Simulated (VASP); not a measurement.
Set up this calculation in VASP 6.6.1, as the native input.

```
Task                   : single point
Functional             : PBE
Potentials or basis    : VASP PAW PBE potentials, release 64 (Al)
Cutoff                 : 520 eV
k mesh                 : 9 × 9 × 2
Occupations            : gaussian, width 0.1 eV
Spin                   : no spin polarisation
Dipole correction      : no
Further INCAR settings : ALGO = Normal; EDIFF = 1e-06; NBANDS = 14
```

The structure of Al lies in POSCAR:

```
Al
1.0
    2.8270770242      0.0000000000      0.0000000000
   -1.4135385121      2.4483205214      0.0000000000
    0.0000000000      0.0000000000      9.1859930700
Al
4
Direct
    0.0000000000      0.0000000000      0.0000000000
    0.3333333300      0.6666666700      0.2500000000
    0.0000000000      0.0000000000      0.5000000000
    0.6666666700      0.3333333300      0.7500000000
```

This isn't the form of Al at room conditions, which is fcc.

The input as run:

INCAR

```
SYSTEM = Al
ALGO = Normal
EDIFF = 1E-6
ENCUT = 520
GGA = PE
ISIF = 2
ISMEAR = 0
LASPH = .TRUE.
LCHARG = .FALSE.
LREAL = .FALSE.
LWAVE = .FALSE.
NBANDS = 14
NELM = 60
PREC = Accurate
SIGMA = 0.1
```

KPOINTS

```
k-points
0
G
  9 9 2
  0 0 0
```

Potentials or basis: VASP PAW PBE potentials, release 64 (Al).

Run with:

```console
$ cat potpaw_PBE.64/Al/POTCAR > POTCAR
$ mpirun -np 1 vasp_std > vasp.out
```

It gave:

| Property | Result |
| --- | --- |
| Pressure | 3.4 GPa |
| Band gap on the k mesh | none (metal or under the smearing width) |

Wall time 10 s on 1 thread of Intel(R) Xeon(R) Platinum 8488C (Sapphire Rapids), on a shared host, peak memory 0.18 GiB.
